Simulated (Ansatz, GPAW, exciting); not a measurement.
## CuI: 6 runs at one level of theory

```
I Cu
1.0
     0.00000    3.03150    3.03150
     3.03150    0.00000    3.03150
     3.03150    3.03150    0.00000
I Cu
1 1
Direct
  0.00000 0.00000 0.00000
  0.75000 0.75000 0.75000
```

Alike in all runs: task band structure; functional PBE; k mesh 8 × 8 × 8; occupations fermi-dirac, width 0.05 eV; no spin polarisation; no spin-orbit coupling. Pressure is positive in compression and, in plane waves, holds the error of the finite cutoff, which Ansatz's Pulay term estimates and takes out. Gaps are the smaller of the mesh's and the band path's.

| program and potentials | plane-wave cutoff (eV) | notes | band gap (eV) | pressure (GPa) |
| --- | --- | --- | --- | --- |
| Ansatz, Ansatz PAW polarizable | 420 | 18 valence electrons an atom on average; Pulay term of +0.04 GPa included | 1.12 | 0.31 |
| Ansatz, Ansatz PAW | 420 | 18 valence electrons an atom on average; Pulay term of +0.04 GPa included | 1.12 | 0.31 |
| Ansatz, all-electron LAPW, scalar-relativistic | - | - | 1.12 | 0.33 |
| Ansatz, PseudoDojo standard (PBE files) | 1252 | 13 valence electrons an atom on average | 1.09 | 0.14 |
| GPAW, GPAW PAW data sets (gpaw-data 1.2.1) | 600 | 9 valence electrons an atom on average | 1.14 | 0.89 |
| exciting, all-electron LAPW+lo, shipped species files, valence relativity iora* | - | - | 1.12 | - |

The band gap spans 1.09 (Ansatz, PseudoDojo standard (PBE files)) to 1.14 eV (GPAW, GPAW PAW data sets (gpaw-data 1.2.1)), with all-electron results at 1.12. The pressure spans 0.14 (Ansatz, PseudoDojo standard (PBE files)) to 0.89 GPa (GPAW, GPAW PAW data sets (gpaw-data 1.2.1)), with all-electron results at 0.33. Spin-orbit coupling, left out here, moves the band edges of heavy atoms.

The functional is the same throughout but for its coding, so the spread measures potentials, basis and numerics; runs on potential files found faulty are left out.
